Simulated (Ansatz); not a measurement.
# BaTiO$_{3}$: opening a crack plane

BaTiO$_{3}$, R3m, a = 5.726 Å, c = 7.069 Å. The structure is a COD entry; whether it is the stable form wasn't checked. Ansatz: PBE, PAW, 420 eV, Γ-centred 6×6×2 mesh on 15 atoms, Gaussian smearing 0.05 eV; no spin polarisation. One cut on (101) per cell of 15 atoms is opened rigidly by x, between planes of Ba+O and O+Ti that stand 1.96 Å apart; y is the energy per area (16.481 Å², 1 eV/Å² = 16.02 J/m²).

| x (Å) | y (J/m²) |
| --- | --- |
| 0.00 | 0.000 |
| 0.25 | 0.137 |
| 0.50 | 0.402 |
| 0.75 | 0.678 |
| 1.00 | 0.926 |
| 1.50 | 1.302 |
| 2.00 | 1.555 |
| 3.00 | ? |
| 4.50 | 2.065 |
| 6.00 | 2.168 |

Task: Fit the universal binding curve y = W[1 − (1 + x/l) e^(−x/l)] to the other rows, give the peak stress, and predict the missing value.

Result: Least squares gives W = 2.11 J/m² and l = 0.696 Å. The stress dy/dx peaks at x = l with W/(e l) = 11.2 GPa, for rigid faces. The last row already stands above W and still climbs, so W understates the work of separation; the faces are unlike and the gap shrinks from 2.6 to 0.0 eV, as in the field across a polar cut, whose slow tail the form lacks. At x = 3.00: x/l = 4.310, y = 1.960 J/m². The run gave 1.854 J/m², so the fit is 0.106 J/m² too high, within twice the rms miss on the fitted rows (0.055 J/m²).

Cost: 12 runs of about 11 core-minutes in all, on Arm Neoverse V1 (shared hosts).